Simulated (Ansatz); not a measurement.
Relaxed free-standing sheet of WSe2:

```
CELL_PARAMETERS angstrom
3.28552 0.00000 0.00000
-1.64276 2.84534 0.00000
0.00000 0.00000 32.73749
ATOMIC_POSITIONS crystal
Se 0.33333 0.66667 0.44854
W 0.66667 0.33333 0.50000
Se 0.33333 0.66667 0.55146
```

All numbers below come from Ansatz, DFT PBE+D3(BJ), scalar-relativistic, plane waves, PAW. Plane waves to 420 eV, a k mesh through Γ of 12×12×1 on the computed 3-atom cell and Gaussian smearing (0.02 eV); no spin polarisation. No periodic images along c.

| Quantity | Value |
| --- | --- |
| Band gap on the sampled k points | 1.65 eV |
| Least direct gap | 1.67 eV |
| Ionisation potential from the Kohn-Sham band edge | 5.06 eV |
| Electron affinity from the Kohn-Sham band edge | 3.41 eV |
| Bader charges (e) | Se1 -0.54, W2 1.08, Se3 -0.54 |

Path Γ–M–K–Γ, 16 steps a segment, one row in 4; levels in eV from the Fermi level, bands counted among those of the PAW valence electrons:

```tsv
k (1/Å)	point	band 21	band 22	band 23	band 24	band 25	band 26
0.000	Γ	-1.99	-1.99	-1.25	2.17	2.17	2.32
0.276		-2.37	-2.03	-1.33	1.52	1.77	2.04
0.552		-2.54	-2.35	-1.80	1.08	1.60	1.96
0.828		-2.93	-2.08	-1.86	1.49	1.52	2.62
1.104	M	-3.04	-1.84	-1.70	1.65	1.98	2.89
1.264		-3.02	-2.53	-1.39	1.61	2.05	3.06
1.423		-3.53	-3.04	-1.20	1.41	2.25	2.50
1.582		-4.17	-3.15	-0.98	1.06	2.07	2.53
1.742	K	-4.16	-3.23	-0.83	0.85	1.95	2.70
2.060		-4.02	-2.79	-1.33	1.24	2.04	2.10
2.379		-2.81	-2.16	-1.62	0.83	1.65	1.77
2.698		-2.62	-1.94	-1.36	1.40	1.68	1.92
3.017	Γ	-1.99	-1.99	-1.25	2.17	2.17	2.32
```

Spin-orbit coupling is left out, which matters for the bands of heavy elements.

Cost: 1 run of about 0.94 core-minutes, on Intel Xeon 6975P-C (Granite Rapids) (shared hosts).